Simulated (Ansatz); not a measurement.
**CO2: properties at the relaxed cell**

An exercise on one series of results from a longer session: the logs are not shown, and one member is left open.

Program: Ansatz 0.2.0. Level of theory: DFT PBE, scalar-relativistic, plane waves, PAW. These are calculated values, not measurements.

## The starting structure

Symmetry: I-42d, No. 122, tetragonal system. The conventional cell has a = 3.965 Å, b = 3.965 Å, c = 5.982 Å, α = 90.00°, β = 90.00°, γ = 90.00°. C (site symmetry -4) is surrounded by 4 O at 1.40 Å. O (site symmetry 2) has 2 C at 1.40 Å as nearest neighbours.

Coordinates:

```cif
data_structure
_symmetry_space_group_name_H-M 'P 1'
_symmetry_Int_Tables_number 1
_cell_length_a 4.0998
_cell_length_b 4.0998
_cell_length_c 4.0998
_cell_angle_alpha 122.163
_cell_angle_beta 122.163
_cell_angle_gamma 86.292
_cell_volume 47.03
loop_
_atom_site_label
_atom_site_type_symbol
_atom_site_fract_x
_atom_site_fract_y
_atom_site_fract_z
_atom_site_occupancy
C1 C 0.00000 0.00000 0.00000 1
C2 C 0.75000 0.25000 0.50000 1
O1 O 0.37500 0.28930 0.41430 1
O2 O 0.71070 0.12500 0.08570 1
O3 O 0.87500 0.96070 0.58570 1
O4 O 0.03930 0.62500 0.91430 1
```

This cell was relaxed beforehand with the same method: volume 7.84 Å³/atom, gap on the mesh 7.71 eV.

The first run:

input.yaml

```yaml
crystal:
  lattice:
    - [-1.9624591313, 1.9624591313, 2.9610198255]
    - [1.9624591313, -1.9624591313, 2.9610198255]
    - [1.9624591313, 1.9624591313, -2.9610198255]
  atoms:
    - { symbol: C, position: [0.0, 0.0, 0.0] }
    - { symbol: C, position: [0.75, 0.25, 0.5] }
    - { symbol: O, position: [0.375, 0.2893001686, 0.4143001686] }
    - { symbol: O, position: [0.7106998314, 0.125, 0.0856998314] }
    - { symbol: O, position: [0.875, 0.9606998314, 0.5856998314] }
    - { symbol: O, position: [0.0393001686, 0.625, 0.9143001686] }
basis:
  ecutwfc: 420
kpoints:
  mp_grid: { grid: [8, 8, 8] }
hamiltonian:
  xc: pbe
scf:
  occupations: { method: gaussian, width: 0.02 }
output:
  forces: true
  stress: true
  eigenvalues: true
relax:
  adjacent_minimum: "off"
  f_tol: 0.01
  max_steps: 30
  cell: { stress_tol: 0.1, fix: [volume] }
```

Run with:

```bash
$ ansatz run input.yaml --threads 2 --pin off --max-ram 5120MiB --backend cpu --events-out ev --progress --plain --runs-dir out
```

Steps of the session up to this table: The cell scaled to 0.97 of its volume; The cell scaled to 1.03 of its volume; The cell scaled to 0.94 of its volume; Point at V/V0 = 1.06; Volume × 0.91; Volume × 1.10; Volume × 0.88.

One table of the session follows, with a row left open; its other results are not shown here.

It belongs to the step «Equation of state». 

```
volume (Å³/atom)  energy above the lowest point (meV/atom)  pressure (GPa)  gap on the mesh (eV)
           6.897                                      59.2           22.26                  7.75
           7.132                                      31.6           15.46                  7.79
           7.367                                      13.4            9.57                  7.78
           7.602                                       3.2            4.46                  7.76
           7.838                                       0.0            0.00                  7.71
           8.073                                       2.9           -3.91                  7.64
           8.308                                         ?               ?                     ?
           8.621                                      29.5          -11.28                  7.36
```

**Question.** Estimate the row for volume (Å³/atom) = 8.308.

Worked estimate for «energy above the lowest point (meV/atom)». A straight line through the neighbours (8.073, 2.9) and (8.621, 29.5) gives 2.9 + (29.5 − 2.9) × (8.308 − 8.073) / (8.621 − 8.073) = 14.3; a parabola fitted to 3 rows on both sides gives 10.9.

As computed: energy above the lowest point (meV/atom): 11.2; pressure (GPa): -7.33; gap on the mesh (eV): 7.55. In «energy above the lowest point (meV/atom)» the line misses by +3.1 and the parabola by -0.3.
